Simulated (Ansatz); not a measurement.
# BaTiO3: the cost of one run

Method: DFT r2SCAN, scalar-relativistic, plane waves, PAW, in Ansatz 0.2.0.

1 further run of the same task is left out (set aside as unsound or not needed).

## 1. Starting point

Symmetry: R3m, No. 160, trigonal system. The conventional cell has a = 5.680 Å, b = 5.680 Å, c = 6.994 Å, α = 90.00°, β = 90.00°, γ = 120.00°. Ba (site symmetry 3m) is surrounded by 12 O at 2.78 to 2.93 Å. Ti (site symmetry 3m) has 6 O at 1.87 to 2.16 Å as nearest neighbours. Around O (site symmetry m) lie 2 Ti at 1.87 to 2.16 Å.

As a file:

```
Ba Ti O
1.0
     2.84005    1.63971    2.33143
    -2.84005    1.63971    2.33143
     0.00000   -3.27941    2.33143
Ba Ti O
1 1 3
Direct
  0.00279 0.00279 0.00279
  0.51625 0.51625 0.51625
  0.48975 0.48975 0.98016
  0.48975 0.98016 0.48975
  0.98016 0.48975 0.48975
```

It is the result of an earlier relaxation at this level (volume 13.03 Å³/atom; gap on the mesh: 2.87 eV).

## 2. The undisturbed cell

The input, input.yaml:

```yaml
crystal:
  lattice:
    - [2.8400536833, 1.6397057586, 2.3314328269]
    - [-2.8400536833, 1.6397057586, 2.3314328269]
    - [0.0, -3.2794115171, 2.3314328269]
  atoms:
    - { symbol: Ba, position: [0.0027851043, 0.0027851043, 0.0027851043] }
    - { symbol: Ti, position: [0.5162478494, 0.5162478494, 0.5162478494] }
    - { symbol: O, position: [0.4897536543, 0.4897536543, 0.9801597377] }
    - { symbol: O, position: [0.4897536543, 0.9801597377, 0.4897536543] }
    - { symbol: O, position: [0.9801597377, 0.4897536543, 0.4897536543] }
basis:
  ecutwfc: 500
kpoints:
  mp_grid: { grid: [6, 6, 6] }
hamiltonian:
  xc: r2scan
scf:
  occupations: { method: gaussian, width: 0.05 }
output:
  forces: true
  stress: true
  eigenvalues: true
  write_density: true
  write_potential: true
  elf: true
  volumetric_format: npy
```

Command:

```sh
> ansatz run input.yaml --threads 1 --pin off --max-ram 2560MiB --backend cpu --events-out ev --progress --plain --runs-dir out
```

**Question.** How long does this run take on 1 thread of Intel Xeon 6975P-C (Granite Rapids), shared host, and how much memory does it need?

About 6.8 s, with a peak of 0.49 GiB.
